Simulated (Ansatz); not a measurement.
How far is this SiC from the hull?

Method: DFT PBE, scalar-relativistic, plane waves, PAW in Ansatz 0.2.0. Settings: cutoff 420 eV, Γ-centred meshes spaced at most about 0.3 Å⁻¹, and about 0.25 Å⁻¹ or finer for metals (2π included), Gaussian smearing. No spin polarisation.

The zero of energy is the elements' standard structures at the same level; no fitted shifts are applied.

All energies are static (0 K, no zero-point motion). The reference form of C is held partly by dispersion forces, which this level lacks.

The competitors are the elements and 1 reference phase of this chemical system (from databases or known types: SiC), relaxed at the same level; other known phases may be missing.

The candidate was reached from: 4-connected net, two elements alternating.

```cif
data_structure
_symmetry_space_group_name_H-M 'Aea2'
_symmetry_Int_Tables_number 41
_cell_length_a 6.7705
_cell_length_b 5.0378
_cell_length_c 4.9506
_cell_angle_alpha 90.000
_cell_angle_beta 90.000
_cell_angle_gamma 90.000
_cell_volume 168.85
loop_
_atom_site_label
_atom_site_type_symbol
_atom_site_symmetry_multiplicity
_atom_site_Wyckoff_symbol
_atom_site_fract_x
_atom_site_fract_y
_atom_site_fract_z
_atom_site_occupancy
Si1 Si 8 b 0.36799 0.68209 0.56705 1
C1 C 8 b 0.37102 0.29837 0.43295 1
```

Task: Is it stable, and against what?

Result: Not the lowest form: another structure of the same formula lies lower. Its formation energy is 0.399 eV/atom. The lowest competing phase at this composition is this:

```
phase       space group             source  share of atoms  ΔE_f (eV/atom)
  SiC  P6_3mc (No. 186)  Materials Project          1.0000          -0.204
```

The candidate lies 0.60 eV/atom above this phase. The candidate matches no cell in the subsets of the Crystallography Open Database and the Materials Project at hand. The margin is far too high for a likely synthesis.
